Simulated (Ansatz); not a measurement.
Crystal: CuO.

```
CELL_PARAMETERS angstrom
0.00000 2.11656 2.11656
2.11656 0.00000 2.11656
2.11656 2.11656 0.00000
ATOMIC_POSITIONS crystal
Cu 0.02950 0.02810 0.90803
O 0.47050 0.47190 0.59197
```

The cell comes from a database or a generator and needn't be the stable form of this composition.

Base run:

* Program: Ansatz 0.2.0
* Functional: PBE
* Potentials or basis: Ansatz PAW
* Cutoff: 420 eV (not typed: the program's choice for these potentials)
* k mesh: 11 × 11 × 11
* Occupations: fermi-dirac, width 0.05 eV
* Spin: no spin polarisation
* Hubbard terms: Cu d U = 5.3 eV

Its results: band gap on the k mesh none (metal or under the smearing width); pressure 21.3 GPa; largest force 1.267 eV/Å.

Task: The run is repeated on the same cell with these changes: k mesh from 11 × 11 × 11 to 19 × 19 × 19; hubbard terms from Cu d U = 5.3 eV to none; hubbard projectors from ortho-atomic (the default) to none. What comes out?

Result: Band gap on the k mesh none (metal or under the smearing width); pressure 18.5 GPa; largest force 0.937 eV/Å.

Several settings changed at once, so the effect can't be laid on one alone.

Caveats: an odd number of electrons without spin polarisation forces a metal; a magnetic or distorted state may lie lower; the run has no spin polarisation, though such a crystal can be magnetic; U without spin polarisation on a metal has little footing (some runs); so large a pressure means that the cell lies far from this level's equilibrium, or that cutoff or potentials fall short (some runs); semilocal functionals often make such compounds metallic where correlation or magnetic order opens a gap, which also shifts bond lengths (some runs).
